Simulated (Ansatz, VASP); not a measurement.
SnO2: VASP beside Ansatz

The input INCAR:

```
SYSTEM = SnO2
PREC = Accurate
ENCUT = 520
EDIFF = 1E-6
ISMEAR = 0
SIGMA = 0.05
LREAL = .False.
LASPH = .True.
NELM = 100
ALGO = Normal
ISIF = 2
LWAVE = .False.
LCHARG = .False.
GGA = PE
IVDW = 12
NBANDS = 35
```

Contents of KPOINTS:

```
regular mesh
0
Gamma
  12 12 4
  0 0 0
```

Contents of POSCAR:

```
SnO2
1.0
    3.2111798003      0.0000000000      0.0000000000
   -1.6055899001      2.7809632832      0.0000000000
    0.0000000000      0.0000000000     10.3330631700
Sn O
2 4
Direct
    0.0000000000      0.0000000000      0.5000000000
    0.0000000000      0.0000000000      0.0000000000
    0.6666666667      0.3333333333      0.4017901367
    0.6666666667      0.3333333333      0.0982098633
    0.3333333333      0.6666666667      0.5982098633
    0.3333333333      0.6666666667      0.9017901367
```

Input for Ansatz:

```yaml
crystal:
  lattice:
    - [3.2111798003, 0.0, 0.0]
    - [-1.6055899001, 2.7809632832, 0.0]
    - [0.0, 0.0, 10.33306317]
  atoms:
    - { symbol: Sn, position: [0.0, 0.0, 0.5] }
    - { symbol: Sn, position: [0.0, 0.0, 0.0] }
    - { symbol: O, position: [0.6666666667, 0.3333333333, 0.4017901367] }
    - { symbol: O, position: [0.6666666667, 0.3333333333, 0.0982098633] }
    - { symbol: O, position: [0.3333333333, 0.6666666667, 0.5982098633] }
    - { symbol: O, position: [0.3333333333, 0.6666666667, 0.9017901367] }
basis:
  ecutwfc: 520.0
kpoints:
  mp_grid: { grid: [12, 12, 4] }
hamiltonian:
  xc: pbe
  dispersion: d3bj
scf:
  occupations: { method: gaussian, width: 0.05 }
output:
  forces: true
  stress: true
  eigenvalues: true
  write_density: true
  write_potential: true
  elf: true
  volumetric_format: npy
```

Measurements of this composition are mostly on another form, of space group No. 136.

Alike in both runs: task single point; functional PBE; dispersion D3(BJ); k mesh 12 × 12 × 4; occupations gaussian, width 0.05 eV; no spin polarisation.

```csv
,VASP,Ansatz
version,VASP 6.6.1,Ansatz 0.2.0
potentials or method,"VASP PAW PBE potentials, release 64 (Sn_d, O)","scalar-relativistic, plane waves, PAW"
plane-wave cutoff (eV),520,520
valence electrons in the cell,52,52
```

VASP gave:

```
gap on the k mesh at the Fermi level (eV)       : 2.06
least direct gap on the mesh (eV)               : 2.43
pressure (GPa)                                  : 0.6
largest component of the traceless stress (GPa) : 0.35
rms of the force components (eV/Å)              : 0.026
```

Estimate Ansatz's values.

gap on the k mesh at the Fermi level (eV): 2.08; least direct gap on the mesh (eV): 2.45; pressure (GPa): 0.0; largest component of the traceless stress (GPa): 0.00; rms of the force components (eV/Å): 0.000.

Atom by atom the forces differ by 0.026 eV/Å (rms over components).

Caveats: spin-orbit coupling is left out, which moves the levels of the heavy elements. PBE gaps usually lie below the measured ones, often by a third to a half. A k mesh can miss the band edges.
